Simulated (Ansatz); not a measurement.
Write the native input for Ansatz 0.2.0 that does the following.

```yaml
Task: band structure
Functional: LDA
Potentials_or_basis: Ansatz PAW
Cutoff: "420 eV (not typed: the program's choice for these potentials)"
k_mesh: 7 × 7 × 7
Occupations: fermi-dirac, width 0.05 eV
Spin: no spin polarisation
Path: "[[\"G\", \"X\", \"W\", \"K\", \"G\", \"L\", \"U\", \"W\", \"L\", \"K\"], [\"U\", \"X\"]]"
Points_for_each_segment_of_the_path: 14
```

Crystal: SnTe.

```xyz
2
Lattice="0.0000 3.6111 3.6111 3.6111 0.0000 3.6111 3.6111 3.6111 0.0000" Properties=species:S:1:pos:R:3 pbc="T T T"
Te    1.8056    1.8056    1.8056
Sn    0.0000    0.0000    0.0000
```

Measurements of this composition are mostly on another form, of space group No. 225.

One way to write it, as run:

input.yaml

```yaml
crystal:
  lattice:
    - [0.0, 3.611146, 3.611146]
    - [3.611146, 0.0, 3.611146]
    - [3.611146, 3.611146, 0.0]
  atoms:
    - { symbol: Te, position: [0.25, 0.25, 0.25] }
    - { symbol: Sn, position: [0.0, 0.0, 0.0] }
hamiltonian:
  xc: lda
  pseudopotentials: { kind: paw }
kpoints:
  mp_grid: { grid: [7, 7, 7] }
  band_path:
    path:
      - [[0.0, 0.0, 0.0], [0.5, 0.0, 0.5], [0.5, 0.25, 0.75], [0.375, 0.375, 0.75], [0.0, 0.0, 0.0], [0.5, 0.5, 0.5], [0.625, 0.25, 0.625], [0.5, 0.25, 0.75], [0.5, 0.5, 0.5], [0.375, 0.375, 0.75]]
      - [[0.625, 0.25, 0.625], [0.5, 0.0, 0.5]]
    npoints: 14
scf:
  occupations: { method: fermi_dirac, width: 0.05 }
  n_extra_bands: 6
output:
  forces: true
  stress: true
  eigenvalues: true
  fatbands: true
```

Potentials or basis: Ansatz PAW.

The run is started by

```bash
$ ansatz run input.yaml --threads 2 --pin off --max-ram 5632MiB --backend cpu --events-out ev --progress --plain --runs-dir out
```

Results of the run:

| Property | Result |
| --- | --- |
| Pressure | -2.2 GPa |
| Band gap along the path | none (metal or under the smearing width) |

Caveat: spin-orbit coupling is left out, which moves the levels of the heavy elements; the PAW data sets come from PBE, with cores solved anew for the run's functional, which leaves a small shift of forces and pressure.

Run time: 24 s on 2 threads of Intel(R) Xeon(R) Processor @ 2.50GHz (Skylake/Cascade Lake), with other jobs on the host, peak memory 0.44 GiB.
